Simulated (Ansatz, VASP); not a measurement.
This is a calculation of Ir for VASP 6.6.1.

INCAR

```
SYSTEM = Ir
PREC = Accurate
ENCUT = 520
EDIFF = 1E-6
ISMEAR = 0
SIGMA = 0.012
LREAL = .FALSE.
LASPH = .TRUE.
NELM = 100
ALGO = Normal
ISIF = 2
LWAVE = .FALSE.
LCHARG = .TRUE.
GGA = PE
LELF = .TRUE.
LVHAR = .TRUE.
NBANDS = 16
```

KPOINTS

```
Automatic mesh
0
G
  11 11 6
  0 0 0
```

Contents of POSCAR:

```
Ir
1.0
    2.7513778946      0.0000000000      0.0000000000
   -1.3756889473      2.3827631521      0.0000000000
    0.0000000000      0.0000000000      4.4622900000
Ir
2
Direct
    0.3333333333      0.6666666667      0.2500000000
    0.6666666667      0.3333333333      0.7500000000
```

Potentials or basis: VASP PAW PBE potentials, release 64 (Ir).

Launch:

```console
$ cat potpaw_PBE.64/Ir/POTCAR > POTCAR
$ mpirun -np 1 vasp_std > vasp.out
```

Q: Translate it to Ansatz 0.2.0. Potentials there: Ansatz PAW.

A: As run (the cutoff follows the program's own potentials):

File input.yaml:

```yaml
crystal:
  lattice:
    - [2.7513778946, 0.0, 0.0]
    - [-1.3756889473, 2.3827631521, 0.0]
    - [0.0, 0.0, 4.46229]
  atoms:
    - { symbol: Ir, position: [0.3333333333, 0.6666666667, 0.25] }
    - { symbol: Ir, position: [0.6666666667, 0.3333333333, 0.75] }
hamiltonian:
  xc: pbe
  pseudopotentials: { kind: paw }
kpoints:
  mp_grid: { grid: [11, 11, 6] }
scf:
  occupations: { method: gaussian, width: 0.012 }
output:
  forces: true
  stress: true
  eigenvalues: true
```

Potentials or basis: Ansatz PAW.

Launch:

```bash
$ ansatz run input.yaml --threads 2 --pin off --max-ram 5632MiB --backend cpu --events-out ev --progress --plain --runs-dir out
```

Both were run:

|  | VASP | Ansatz | Ansatz less VASP |
| --- | --- | --- | --- |
| gap on the k mesh at the Fermi level (eV) | none | none | - |
| pressure (GPa) | -1.0 | -1.4 | -0.46 |
| largest component of the traceless stress (GPa) | 0.89 | 0.78 | -0.107 |

A gap of «none» marks a metal or a gap that the smearing closes. The two sets of potentials don't hold the same shells in valence.

The runs have no spin-orbit coupling, so splittings on Ir are missing.
